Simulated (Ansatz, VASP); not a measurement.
**Se in VASP and in Ansatz**

The input INCAR:

```
SYSTEM = Se
PREC = Accurate
ENCUT = 520
EDIFF = 1E-6
ISMEAR = -1
SIGMA = 0.08
LREAL = .False.
LASPH = .True.
NELM = 80
ALGO = Normal
ISIF = 2
LWAVE = .False.
LCHARG = .True.
GGA = PE
LELF = .True.
LVHAR = .True.
NBANDS = 9
```

File KPOINTS:

```
Automatic mesh
0
Gamma
  17 17 17
  0 0 0
```

The input POSCAR:

```
Se
1.0
   -1.3656670386      1.3656670386      1.3656670386
    1.3656670386     -1.3656670386      1.3656670386
    1.3656670386      1.3656670386     -1.3656670386
Se
1
Direct
    0.0000000000      0.0000000000      0.0000000000
```

Input for Ansatz:

```yaml
crystal:
  lattice:
    - [-1.3656670386, 1.3656670386, 1.3656670386]
    - [1.3656670386, -1.3656670386, 1.3656670386]
    - [1.3656670386, 1.3656670386, -1.3656670386]
  atoms:
    - { symbol: Se, position: [0.0, 0.0, 0.0] }
kpoints:
  mp_grid: { grid: [17, 17, 17] }
scf:
  occupations: { method: fermi_dirac, width: 0.08 }
hamiltonian:
  xc: pbe
  pseudopotentials: { kind: paw }
output:
  forces: true
  stress: true
  eigenvalues: true
  populations: true
```

Change from the starting cell: volume scaled by 0.5, PAW files.

Alike in both runs: task single point; functional PBE; k mesh 17 × 17 × 17; occupations fermi-dirac, width 0.08 eV; no spin polarisation.

|  | VASP | Ansatz |
| --- | --- | --- |
| version | VASP 6.6.1 | Ansatz 0.2.0 |
| potentials or method | VASP PAW PBE potentials, release 64 (Se) | PAW with Ansatz's default frozen-core files, scalar-relativistic |
| plane-wave cutoff (eV) | 520 | 420 |
| valence electrons in the cell | 6 | 16 |

```csv
,VASP,Ansatz,Ansatz less VASP
pressure (GPa),235.7,232.1,-3.56
```

The functional is the same, so the differences come from potentials, cutoffs and numerics. The two sets of potentials don't hold the same shells in valence.

Caveats: the cell as given lies far from equilibrium; so large a pressure means that the cell lies far from this level's equilibrium, or that cutoff or potentials fall short (VASP).
